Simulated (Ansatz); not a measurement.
**TiO2: which input changes reach the field gradients?**

Cell: an entry of the Crystallography Open Database (COD) whose atoms were relaxed with PBE, the cell held.

Space group Pbcn (No. 60); a = 4.5150, b = 5.4970, c = 4.9390 Å.

```
site  Wyckoff  site symmetry       x       y       z
  Ti       4c            .2.  0.0000  0.1745  0.2500
   O       8d              1  0.2704  0.3819  0.4197
```

One atom of each set is listed.

Reference run. Computed with Ansatz: DFT, PBE, plane waves and PAW, scalar-relativistic, 420 eV cutoff, Γ-centred 4×4×4 k-points, Fermi–Dirac smearing 0.02 eV.

It gives V_zz (10²¹ V/m²) O -2.73 (η 0.49), Ti 2.68 (η 0.68). Each of these runs changes the input as listed (caps on SCF iterations aside):

A. kpoints.mp_grid.grid: [4, 4, 4] → [1, 1, 1]
B. scf.initial_density.chi_scale: not typed → 0.1

(1) Which of these changes matter for the gradients?

Answers

(1) 

| run | O V_zz (η) | Ti V_zz (η) | largest change of a gradient tensor, all atoms | note |
| --- | --- | --- | --- | --- |
| A | -4.24 (0.60) | 2.56 (0.43) | 1.67 | converged; mesh coarser than the reference's |
| B | -2.73 (0.49) | 2.68 (0.68) | 0.00 | converged |

Run A moves them most, on O (V_zz from -2.73 to -4.24).

On the reference run: At this cell the PBE pressure is 5 GPa, so with PBE the cell would grow if it were relaxed.
